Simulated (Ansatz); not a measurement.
Here is an Ansatz 0.2.0 calculation.

The input input.yaml:

```yaml
crystal:
  lattice:
    - [5.175256, 0.0, 0.0]
    - [0.0, 5.175256, 0.0]
    - [0.0, 0.0, 5.175256]
  atoms:
    - { symbol: Sn, position: [0.0, 0.0, 0.0] }
    - { symbol: Sn, position: [0.5, 0.0, 0.5] }
    - { symbol: Sn, position: [0.5, 0.5, 0.0] }
    - { symbol: Sn, position: [0.0, 0.5, 0.5] }
    - { symbol: O, position: [0.661098, 0.838902, 0.161098] }
    - { symbol: O, position: [0.838902, 0.161098, 0.661098] }
    - { symbol: O, position: [0.161098, 0.661098, 0.838902] }
    - { symbol: O, position: [0.338902, 0.338902, 0.338902] }
    - { symbol: O, position: [0.661098, 0.661098, 0.661098] }
    - { symbol: O, position: [0.838902, 0.338902, 0.161098] }
    - { symbol: O, position: [0.161098, 0.838902, 0.338902] }
    - { symbol: O, position: [0.338902, 0.161098, 0.838902] }
hamiltonian:
  xc: r2scan
  pseudopotentials: { kind: paw }
kpoints:
  mp_grid: { grid: [4, 4, 4] }
  band_path:
    path:
      - [[0.0, 0.0, 0.0], [0.0, 0.5, 0.0], [0.5, 0.5, 0.0], [0.0, 0.0, 0.0], [0.5, 0.5, 0.5], [0.0, 0.5, 0.0]]
      - [[0.5, 0.5, 0.0], [0.5, 0.5, 0.5]]
    npoints: 10
scf:
  occupations: { method: fermi_dirac, width: 0.05 }
  n_extra_bands: 30
output:
  forces: true
  stress: true
  eigenvalues: true
  fatbands: true
  write_density: true
  write_potential: true
  elf: true
  volumetric_format: npy
```

Potentials or basis: Ansatz PAW.

Launch:

```bash
$ ansatz run input.yaml --threads 4 --pin off --max-ram 11264MiB --backend cpu --events-out ev --progress --plain --runs-dir out
```

**Question.** Estimate the largest force.

**Answer.** 0.016 eV/Å.

**Question.** What does it give for the band gap along the path?

**Answer.** 1.12 eV, indirect (least direct gap 1.18 eV).

Forces on the atoms (eV/Å):
```
Sn   0.000  0.000  0.000
Sn   0.000  0.000  0.000
Sn   0.000  0.000  0.000
Sn   0.000  0.000  0.000
O    0.010 -0.010  0.010
O   -0.010  0.010  0.010
O    0.010  0.010 -0.010
O   -0.010 -0.010 -0.010
O    0.010  0.010  0.010
O   -0.010 -0.010  0.010
O    0.010 -0.010 -0.010
O   -0.010  0.010 -0.010
```

Caveat: spin-orbit coupling is left out, which moves the levels of the heavy elements; the PAW data sets come from PBE, with cores solved anew for the run's functional, which leaves a small shift of forces and pressure. r2SCAN opens gaps a little over a GGA but as a rule still falls short of measured ones.
